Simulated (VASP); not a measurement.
A VASP 6.6.1 single-point calculation on SrO

INCAR

```
PREC = Low
LASPH = .TRUE.
LREAL = .FALSE.
ALGO = All
IBRION = -1
ISIF = 2
NSW = 0
IVDW = 20
SIGMA = 0.02
ENCUT = 520
GGA = PE
LCHARG = .FALSE.
LWAVE = .FALSE.
NBANDS = 15
EDIFF = 1E-7
NELM = 120
ISMEAR = -1
```

KPOINTS

```
KPOINTS created by Atomic Simulation Environment
0
Gamma
8 8 8
0 0 0
```

POSCAR

```
Sr O
 1.0000000000000000
     0.0000000000000000    2.6572890956999999    2.5411939410000000
     2.6572890956999999    0.0000000000000000    2.5411939410000000
     2.6572890956999999    2.6572890956999999    0.0000000000000000
 Sr  O
   1   1
Cartesian
  0.0000000000000000  0.0000000000000000  0.0000000000000000
  2.6572890956999999  2.6572890956999999  2.5411939410000004
```

The recommended PBE PAW datasets give the neutral cell 16 valence electrons.

Command

```
mpirun -np 1 vasp_std
```

How does this run end, and what does it give?

It converged. Results: gap between bands v and c on the k mesh 3.09 eV; least direct gap on the k mesh 3.36 eV; pressure -6.0 GPa. Band v is the last that the valence electrons fill when counted band by band, and c is the next.

OSZICAR

```
N       E                     dE             d eps       ncg     rms           ort
DAV:   1     0.697455277892E+02    0.69746E+02   -0.96758E+03   885   0.108E+03
DAV:   2    -0.110101902037E+02   -0.80756E+02   -0.74010E+02   885   0.219E+02
DAV:   3    -0.141884522452E+02   -0.31783E+01   -0.31599E+01   885   0.397E+01
DAV:   4    -0.142497264171E+02   -0.61274E-01   -0.61266E-01   885   0.530E+00
DAV:   5    -0.142510663535E+02   -0.13399E-02   -0.13399E-02   885   0.587E-01
SDA:   6    -0.684463633668E+01    0.74064E+01   -0.13399E-02   885   0.246E+02   0.000E+00
CGA:   7    -0.116119937388E+02   -0.47674E+01   -0.47508E+01   885   0.862E+00  -0.113E+01
CGA:   8    -0.119932041509E+02   -0.38121E+00   -0.38222E+00   885   0.125E+00  -0.692E-02
CGA:   9    -0.120323935433E+02   -0.39189E-01   -0.39483E-01   885   0.181E-01  -0.253E-02
CGA:  10    -0.120364189154E+02   -0.40254E-02   -0.40256E-02   885   0.111E-02   0.293E-04
CGA:  11    -0.120368550622E+02   -0.43615E-03   -0.43621E-03   885   0.124E-03  -0.445E-06
CGA:  12    -0.120369091051E+02   -0.54043E-04   -0.54795E-04   885   0.360E-04  -0.393E-05
CGA:  13    -0.120369246920E+02   -0.15587E-04   -0.16011E-04   885   0.138E-04  -0.223E-05
CGA:  14    -0.120369290436E+02   -0.43516E-05   -0.43806E-05   885   0.398E-05  -0.571E-06
CGA:  15    -0.120369304441E+02   -0.14005E-05   -0.14416E-05   885   0.538E-06  -0.485E-06
CGA:  16    -0.120369306065E+02   -0.16248E-06   -0.15947E-06   885   0.101E-06   0.835E-07
CGA:  17    -0.120369306511E+02   -0.44603E-07   -0.43920E-07   885   0.273E-07   0.956E-08
   1 F= -.13101720E+02 E0= -.13101720E+02  d E =-.691364E-12
```

For comparison, a separate PBE run of the intended cell, on usual settings and not on those above, gives a gap of 3.09 eV on its mesh and a pressure of -1.1 GPa.
